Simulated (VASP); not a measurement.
Calculation: r2SCAN meta-GGA, VASP's PBE PAW potentials (set 64) (plane waves; VASP).

VASP ran on this input.

File KPOINTS_OPT:
```
k-points along high-symmetry lines
6
Line-mode
Reciprocal
  0.000000   0.000000   0.000000 ! GAMMA
  0.000000   0.500000   0.000000 ! X

  0.000000   0.500000   0.000000 ! X
  0.500000   0.500000   0.000000 ! M

  0.500000   0.500000   0.000000 ! M
  0.000000   0.000000   0.000000 ! GAMMA

  0.000000   0.000000   0.000000 ! GAMMA
  0.000000   0.000000   0.500000 ! Z

  0.000000   0.000000   0.500000 ! Z
  0.000000   0.500000   0.500000 ! R

  0.000000   0.500000   0.500000 ! R
  0.500000   0.500000   0.500000 ! A

  0.500000   0.500000   0.500000 ! A
  0.000000   0.000000   0.500000 ! Z

  0.000000   0.500000   0.000000 ! X
  0.000000   0.500000   0.500000 ! R

  0.500000   0.500000   0.000000 ! M
  0.500000   0.500000   0.500000 ! A
```

KPOINTS:
```
Automatic mesh
0
Gamma
15 15 11
0 0 0
```

**INCAR**
```
# general
SYSTEM  = CoPt
PREC    = Accurate
ENCUT   = 400
LREAL   = .FALSE.
LASPH   = .TRUE.

# electronic loop
EDIFF   = 1E-7
NELM    = 100
ALGO    = Normal
LMAXMIX = 6
LMIXTAU = .TRUE.

# smearing
ISMEAR  = -5

# functional
METAGGA = R2SCAN

# spin
ISPIN   = 2
MAGMOM  = 2.2 0.3

# ions
ISIF    = 2

# output
LWAVE   = .FALSE.
LCHARG  = .FALSE.
LORBIT  = 11
NEDOS   = 601
```

**POSCAR**
```
CoPt
1
    2.6775143556     0.0000000000     0.0000000000
    0.0000000000     2.6775143556     0.0000000000
    0.0000000000     0.0000000000     3.7322061045
Co Pt
1 1
Direct
  0.0000000000   0.0000000000   0.0000000000
  0.5000000000   0.5000000000   0.5000000000
```

POTCAR, in this order: Co Pt (PBE.64 set). Program: vasp_std.

The resulting files:

**OSZICAR**
```
       N       E                     dE             d eps       ncg     rms          rms(c)
DAV:   1     0.355749889744E+02    0.35575E+02   -0.76676E+03 12342   0.125E+03
DAV:   2    -0.672766164145E+02   -0.10285E+03   -0.94966E+02 12744   0.265E+02
DAV:   3    -0.708464352978E+02   -0.35698E+01   -0.34823E+01 14186   0.613E+01
DAV:   4    -0.708954160754E+02   -0.48981E-01   -0.49019E-01 15026   0.609E+00
DAV:   5    -0.708968237642E+02   -0.14077E-02   -0.14081E-02 15054   0.108E+00    0.193E+01
DAV:   6    -0.693749041952E+02    0.15219E+01   -0.28076E+01 12422   0.135E+02    0.303E+01
DAV:   7    -0.650227983936E+02    0.43521E+01   -0.12123E+01 14994   0.993E+01    0.753E+00
DAV:   8    -0.650184562050E+02    0.43422E-02   -0.67497E-01 13346   0.100E+01    0.411E+00
DAV:   9    -0.649925098064E+02    0.25946E-01   -0.29786E-01 14298   0.119E+01    0.143E+00
DAV:  10    -0.650119028893E+02   -0.19393E-01   -0.41295E-02 13414   0.245E+00    0.526E-01
DAV:  11    -0.650148932906E+02   -0.29904E-02   -0.30610E-03 14184   0.910E-01    0.259E-01
DAV:  12    -0.650157619250E+02   -0.86863E-03   -0.17450E-03 13644   0.708E-01    0.986E-02
DAV:  13    -0.650159901469E+02   -0.22822E-03   -0.34362E-04 14676   0.269E-01    0.565E-02
DAV:  14    -0.650160276162E+02   -0.37469E-04   -0.10241E-04 16404   0.151E-01    0.235E-02
DAV:  15    -0.650160412693E+02   -0.13653E-04   -0.20678E-05 14724   0.648E-02    0.163E-02
DAV:  16    -0.650160578440E+02   -0.16575E-04   -0.18550E-05 14920   0.536E-02    0.110E-02
DAV:  17    -0.650160574614E+02    0.38260E-06   -0.23672E-06 16064   0.294E-02    0.811E-03
DAV:  18    -0.650160552533E+02    0.22081E-05   -0.26103E-06 16602   0.310E-02    0.209E-02
DAV:  19    -0.650160531948E+02    0.20585E-05   -0.52987E-06 15842   0.505E-02    0.799E-03
DAV:  20    -0.650160533155E+02   -0.12066E-06   -0.21084E-06 16454   0.283E-02    0.840E-03
DAV:  21    -0.650160528586E+02    0.45691E-06   -0.69341E-07 13526   0.145E-02    0.956E-03
DAV:  22    -0.650160517623E+02    0.10962E-05   -0.69590E-07 12472   0.152E-02    0.108E-02
DAV:  23    -0.650160531667E+02   -0.14044E-05   -0.86870E-07 13506   0.189E-02    0.952E-03
DAV:  24    -0.650160545855E+02   -0.14188E-05   -0.17727E-06 15560   0.249E-02    0.792E-03
DAV:  25    -0.650160569885E+02   -0.24030E-05   -0.20066E-05 15828   0.834E-02    0.208E-02
DAV:  26    -0.650160552517E+02    0.17368E-05   -0.79083E-06 15738   0.546E-02    0.597E-03
DAV:  27    -0.650160550841E+02    0.16768E-06   -0.89990E-07 14416   0.173E-02    0.704E-03
DAV:  28    -0.650160543359E+02    0.74812E-06   -0.90002E-07 13862   0.173E-02    0.820E-03
DAV:  29    -0.650160529733E+02    0.13626E-05   -0.14582E-06 15552   0.221E-02    0.971E-03
DAV:  30    -0.650160529701E+02    0.32264E-08   -0.81169E-08  6618   0.340E-03
   1 F= -.65016053E+02 E0= -.65016053E+02  d E =0.000000E+00  mag=     2.4216
       N       E                     dE             ncg
```

File OUTCAR:
```
------------------------ aborting loop because EDIFF is reached ----------------------------------------
  FORCE on cell =-STRESS in cart. coord.  units (eV):
  Direction    XX          YY          ZZ          XY          YZ          ZX
  --------------------------------------------------------------------------------------
  Total       -0.0239240     -0.0239240     -0.0704419      0.0000000      0.0000000     -0.0000000
  in kB       -1.4325651     -1.4325651     -4.2180596      0.0000000      0.0000000     -0.0000000
  external PRESSURE =      -2.3610633 kB  Pullay stress =       0.0000000 kB
  volume of cell :       26.76
      direct lattice vectors                 reciprocal lattice vectors
     2.677514356  0.000000000  0.000000000     0.373480724  0.000000000  0.000000000
     0.000000000  2.677514356  0.000000000     0.000000000  0.373480724  0.000000000
     0.000000000  0.000000000  3.732206104     0.000000000  0.000000000  0.267938043
 POSITION                                       TOTAL-FORCE (eV/Angst)
 -----------------------------------------------------------------------------------
      0.00000      0.00000      0.00000         0.000000      0.000000      0.000000
      1.33876      1.33876      1.86610         0.000000      0.000000      0.000000
 -----------------------------------------------------------------------------------
    total drift:                                0.000000     -0.000000     -0.000000
  FREE ENERGIE OF THE ION-ELECTRON SYSTEM (eV)
  ---------------------------------------------------
  free  energy   TOTEN  =       -65.0160529701 eV

  energy  without entropy=      -65.0160529701  energy(sigma->0) =      -65.01605297

 total charge

# of ion       s       p       d       tot
------------------------------------------
    1        0.429   0.463   7.147   8.039
    2        0.722   0.670   8.071   9.464
--------------------------------------------------
tot          1.151   1.134  15.218  17.503

 magnetization (x)

# of ion       s       p       d       tot
------------------------------------------
    1        0.007  -0.018   2.170   2.159
    2       -0.015  -0.077   0.419   0.327
--------------------------------------------------
tot         -0.008  -0.096   2.590   2.486
```
(Selected blocks of OUTCAR.)

OUTCAR:
```
 val. band max:       10.5169649284   @ k =   0.4667   0.4000   0.2727

 cond. band min:      10.3950604248   @ k =   0.3333   0.3333   0.1818


 Fermi energy:        10.4750803129

 spin component 1

 k-point     1 :       0.0000    0.0000    0.0000
  band No.  band energies     occupation
      1       0.4128      1.00000
      2       3.8086      1.00000
      3       3.8242      1.00000
      4       6.4855      1.00000
      5       6.4855      1.00000
      6       6.7903      1.00000
      7       7.4941      1.00000
      8       8.3078      1.00000
      9       9.6127      1.00000
     10       9.6127      1.00000
     11       9.8801      1.00000
     12      12.6814      0.00000
     13      20.3474      0.00000
     14      23.1573      0.00000

 k-point     2 :       0.0667    0.0000    0.0000
  band No.  band energies     occupation
      1       0.5378      1.00000
      2       3.8598      1.00000
      3       3.9276      1.00000
      4       6.4457      1.00000
      5       6.5152      1.00000
      6       6.8237      1.00000
      7       7.4706      1.00000
      8       8.3083      1.00000
      9       9.2283      1.00000
     10       9.5887      1.00000
     11       9.7648      1.00000
     12      13.1673      0.00000
     13      20.2804      0.00000
     14      22.4473      0.00000

 k-point     3 :       0.1333    0.0000    0.0000
  band No.  band energies     occupation
      1       0.8994      1.00000
      2       3.9913      1.00000
      3       4.2443      1.00000
      4       6.3308      1.00000
      5       6.6021      1.00000
      6       6.9131      1.00000
      7       7.4052      1.00000
      8       8.3216      1.00000
      9       8.4661      1.00000
     10       9.4528      1.00000
     11       9.5175      1.00000
     12      14.2387      0.00000
     13      19.8516      0.00000
     14      21.1816      0.00000

...
```

For a metal the tetrahedron method with Blöchl corrections gives inexact stress and forces. Unless said otherwise, spin-orbit coupling is left out, though it shifts the bands of the heavy elements here.

The compound is CoPt in the L1_0 structure. It was relaxed first.
